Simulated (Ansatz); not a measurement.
# SiC: the cost of one run

Computed with Ansatz 0.2.0 (DFT PBE, scalar-relativistic, plane waves, PAW, unless a step's input says otherwise).

The COD entry's cell or inner coordinates are ideal or old and differ from later refinements, so a difference from it is no clean test against experiment.

2 further runs of the same task are left out: 2 set aside as unsound or not needed. Runs told in other sessions of the task aren't counted.

### 1 The starting structure

The structure is cubic, space group F-43m (No. 216). Conventional cell: a = 4.380 Å, b = 4.380 Å, c = 4.380 Å, α = 90.00°, β = 90.00°, γ = 90.00°. Si (site symmetry -43m) is surrounded by 4 C at 1.90 Å. C (site symmetry -43m) has 4 Si at 1.90 Å in its first shell of neighbours.

Coordinates:

```cif
data_structure
_symmetry_space_group_name_H-M 'P 1'
_symmetry_Int_Tables_number 1
_cell_length_a 3.0969
_cell_length_b 3.0969
_cell_length_c 15.1718
_cell_angle_alpha 90.000
_cell_angle_beta 90.000
_cell_angle_gamma 60.000
_cell_volume 126.02
loop_
_atom_site_label
_atom_site_type_symbol
_atom_site_fract_x
_atom_site_fract_y
_atom_site_fract_z
_atom_site_occupancy
Si1 Si 0.00000 0.00000 0.50000 1
Si2 Si 0.33333 0.33333 0.33333 1
Si3 Si 0.66667 0.66667 0.66667 1
Si4 Si 0.00000 0.00000 0.00000 1
Si5 Si 0.33333 0.33333 0.83333 1
Si6 Si 0.66667 0.66667 0.16667 1
C1 C 0.66667 0.66667 0.54167 1
C2 C 0.00000 0.00000 0.37500 1
C3 C 0.33333 0.33333 0.70833 1
C4 C 0.66667 0.66667 0.04167 1
C5 C 0.00000 0.00000 0.87500 1
C6 C 0.33333 0.33333 0.20833 1
```

It is built from the cell relaxed beforehand with the same method (10.50 Å³/atom).

### 2 Zero of energy

The cell is repeated 6 times, 12 atoms in all. The reference gives a free energy of -5322.9612 eV, pressure 0.00 GPa, largest force 0.000 eV/Å and gap on the mesh 1.37 eV. It was computed beforehand with the settings of the runs below.

### 3 The scan: rigid cleavage

The cut lies on the cell's a–b face, a (1 -1 1) plane of area 8.31 Å², between layers 1.90 Å apart (C below, Si above); the cell is 15.2 Å thick. Vector c is lengthened by d along the normal with the atoms' Cartesian places fixed: one unrelaxed cut per cell.

### 4 At d = 1.00 Å

Contents of input.yaml:

```yaml
crystal:
  lattice:
    - [2.189864095, -2.189864095, 0.0]
    - [2.189864095, 0.0, -2.189864095]
    - [9.3368066491, 9.3368066491, 9.3368066491]
  atoms:
    - { symbol: Si, position: [1.0, 0.0, 0.3713253327] }
    - { symbol: Si, position: [0.3333333333, 0.3333333333, 0.214964657] }
    - { symbol: Si, position: [0.6666666667, 0.6666666667, 0.5276860084] }
    - { symbol: Si, position: [1.0, 1.0, 0.8404073598] }
    - { symbol: Si, position: [0.3333333333, 0.3333333333, 0.6840466841] }
    - { symbol: Si, position: [0.6666666667, 0.6666666667, 0.0586039813] }
    - { symbol: C, position: [0.6666666667, 0.6666666667, 0.4104155016] }
    - { symbol: C, position: [0.0, 0.0, 0.2540548259] }
    - { symbol: C, position: [0.3333333333, 0.3333333333, 0.5667761773] }
    - { symbol: C, position: [0.6666666667, 0.6666666667, 0.8794975287] }
    - { symbol: C, position: [0.0, 0.0, 0.723136853] }
    - { symbol: C, position: [0.3333333333, 0.3333333333, 0.0976941502] }
basis:
  ecutwfc: 420
kpoints:
  mp_grid: { grid: [10, 10, 2] }
hamiltonian:
  xc: pbe
scf:
  occupations: { method: gaussian, width: 0.05 }
output:
  forces: true
  stress: true
  eigenvalues: true
```

Launch:

```sh
ansatz run input.yaml --threads 2 --pin off --max-ram 5120MiB --backend cpu --events-out ev --progress --plain --runs-dir out
```

What time and memory should one allow on 2 threads of Intel Xeon 6975P-C (Granite Rapids), shared host?

About 2.7 s, with a peak of 0.47 GiB.
